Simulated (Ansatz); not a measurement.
**Zr: stationary points along a deformation path**

Level of theory: DFT LDA, scalar-relativistic, plane waves, PAW (Ansatz). The runs took a 420 eV cutoff, a Γ-centred 20×20×20 mesh and Gaussian smearing (0.15 eV). No spin polarisation. Energies are free energies at this smearing, counted from the undisturbed cell; pressure is positive in compression.

Reference structure (as given, not relaxed at this level; it stands at -5.6 GPa; this fcc form isn't the usual structure):

```yaml
crystal:
  lattice:
    - [0.00000, 2.25500, 2.25500]
    - [2.25500, 0.00000, 2.25500]
    - [2.25500, 2.25500, 0.00000]
  atoms:
    - { symbol: Zr, position: [0.00000, 0.00000, 0.00000] }
```

At fixed volume and fractional coordinates, lengths along (0.577, 0.577, 0.577) are scaled against those across it; ρ is that ratio over its starting value. V = 22.933 Å³/atom. Δσ is the stress along the axis less the mean stress across it (compression positive).

| ρ | ΔE (meV/atom) | Δσ (GPa) | space group |
| --- | --- | --- | --- |
| 0.500 | 784.8 | 0.00 | Pm-3m |
| 0.600 | 628.7 | 16.40 | R-3m |
| 0.710 | 339.6 | 16.62 | R-3m |
| 0.850 | 107.0 | 11.79 | R-3m |
| 0.930 | 22.8 | 6.61 | R-3m |
| 1.000 | 0.0 | 0.00 | Fm-3m |
| 1.080 | 20.9 | -5.10 | R-3m |
| 1.200 | 72.5 | -5.56 | R-3m |
| 1.410 | 278.2 | -23.50 | R-3m |
| 1.700 | 910.2 | -46.75 | R-3m |
| 2.000 | 1789.7 | -66.90 | R-3m |

**Question.** How does the stress give the slope of the energy, and where is the energy stationary?

**Answer.** Along the path d ln(length) is 2/3 d ln ρ on the axis and −1/3 d ln ρ across it, so dE/d ln ρ = −(2/3) V Δσ: the energy falls with ρ where Δσ is positive. Δσ vanishes or changes sign at ρ = 0.500 (Pm-3m, an end of the scan), at 784.8 meV/atom; at ρ = 1.000 (Fm-3m), a minimum at 0.0 meV/atom. Pairs of stationary points between two samples would go unseen, and could change a minimum read from distant neighbours into a maximum. At ρ = 0.500, 1.000 the cell is cubic, where symmetry alone makes the stress isotropic and the slope zero.

**Question.** Which shear constant sets the curvature at ρ = 1?

**Answer.** For a cubic crystal E/V = (2/3) C (ln ρ)² with C = C44, so Δσ = −2C ln ρ. The parabola of Δσ against ln ρ through ρ = 0.930, 1 and 1.080 gives C ≈ 40 GPa with the ions clamped, rough because the steps are large. It is the stress–strain coefficient at this cell's pressure of -5.6 GPa, not the zero-pressure constant.

In a metal these slopes depend on the k mesh and the smearing.